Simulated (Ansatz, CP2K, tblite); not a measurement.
**Other levels on generalised stacking fault on (110) of a KCl-RbCl solid solution (80 atoms)**

The cell holds 80 atoms: 13 Rb, 40 Cl and 27 K. Cell: a = 7.339 Å, b = 10.379 Å, c = 26.094 Å, α = 90.0°, β = 86.6°, γ = 90.0°. CsCl-type KCl lattice (a = 3.6697 Å, the value set for the mixture), cell with z along [110], 2 x 2 x 5 periods; the third cell vector is tilted by 0.417 of [001] and lengthened by 0.1 Å, so the cell holds one fault; displaced by a Gaussian of 0.01 Å; 13 of 40 K sites given to Rb at random (lattice constant by Vegard's rule between KCl and RbCl). Then every atom was moved at random, 0.05 Å r.m.s. a Cartesian component.

Geometry: as built.

The reference, a calculation:

- method: Kohn-Sham DFT, PBE, PAW, plane waves (Ansatz 0.2.0); cutoff 420 eV, Γ point, fermi-dirac smearing of 0.05 eV; PAW set soft_2
- r.m.s. force component: 0.2871 eV/Å
- longest force: 1.7 eV/Å
- pressure: 6.16 GPa
- gap (highest filled to lowest empty level): 5.426 eV
- SCF cycles: 7
- time: 25 s on 4 threads of Arm Neoverse V2, shared host
- CPU time: 96 s

Q: Estimate the differences from the reference, the CPU time and the memory of each run.
- CP2K PBE, DZVP-UZH, 300/50 Ry, diagonalisation (CP2K 2026.2; 4 MPI ranks)
- tblite GFN1-xTB (tblite 0.8.0; 1 thread)
- CP2K PBE, DZVP-UZH, 210/50 Ry, diagonalisation (CP2K 2026.2; 2 threads)
- CP2K PBEsol, PBE potentials, DZVP-UZH, 600/50 Ry, diagonalisation (CP2K 2026.2; 2 threads)
- CP2K PBE, SZV-MOLOPT-SR, 600/50 Ry, diagonalisation (CP2K 2026.2; 1 thread)
- CP2K PBE, DZVP-UZH, 600/50 Ry, diagonalisation (CP2K 2026.2; 2 threads)

Differences are against the plane-wave reference, forces as r.m.s. over components; share is that over the reference's r.m.s. force, slope the least-squares factor from reference forces to these. Total energies of different programs have different zeros and aren't compared.

```csv
run,"Δ force, r.m.s. (meV/Å)",share (%),slope,Δ pressure (GPa),Δ gap (eV),cores,CPU time,memory (GiB)
reference,-,-,-,-,-,4,96 s,2.3
"CP2K PBE, DZVP-UZH, 300/50 Ry, diagonalisation (coarse)",24.0,8.35,1.077,0.451,-0.0409,4,14 min,3.9
tblite GFN1-xTB,284,98.8,0.548,-4.73,-,1,4 s,0.14
"CP2K PBE, DZVP-UZH, 210/50 Ry, diagonalisation (coarse)",24.2,8.44,1.077,0.452,-0.0409,2,12 min,1.4
"CP2K PBEsol, PBE potentials, DZVP-UZH, 600/50 Ry, diagonalisation",12.8,4.44,1.025,-1.58,-0.245,2,13 min,5.3
"CP2K PBE, SZV-MOLOPT-SR, 600/50 Ry, diagonalisation (coarse)",132,46.0,1.450,3.65,-0.869,1,6.6 min,5.2
"CP2K PBE, DZVP-UZH, 600/50 Ry, diagonalisation",23.8,8.27,1.076,0.451,-0.0409,2,14 min,5.3
```

Rows marked coarse were listed beforehand as settings not expected to be converged; some can still land near the reference.

CPU time is summed over cores on a shared host, where runs went side by side, so it is rough. Symmetry, cutoffs, thresholds, outputs and thread counts weren't matched or tuned between programs; memory under MPI is the largest rank's times the ranks.

The PBE run in local orbitals, coarse settings apart, differs by 8.3 % (CP2K PBE, DZVP-UZH, 600/50 Ry, diagonalisation); basis, grid and potentials can all enter. Tight binding differs by 99 % (tblite GFN1-xTB); it is another model, with fitted parameters of its own, and the xTB methods hold dispersion. Rows with another functional or a dispersion term differ by 4.4 % (CP2K PBEsol, PBE potentials, DZVP-UZH, 600/50 Ry, diagonalisation), which mixes the change of model with differences of basis and potentials, some of them made for another functional. Runs with settings chosen to be coarse differ by 8.3 % (CP2K PBE, DZVP-UZH, 300/50 Ry, diagonalisation) to 46 % (CP2K PBE, SZV-MOLOPT-SR, 600/50 Ry, diagonalisation), their programs' other errors included. Periodic xTB results under one method name differ between programs and library versions. The electronic-structure runs sample only Γ, in a cell whose shortest periodic width is 7 Å.

[Logs are printed without paths, hosts, clocks, repeated set-up lines and the standing remarks that a program may print on its own settings, such as how far it seeks lower states.]

[Hosts, paths, dates, database ids (printed as entryN), source tags and the programs' standing remarks are cut or masked in the printed files.]
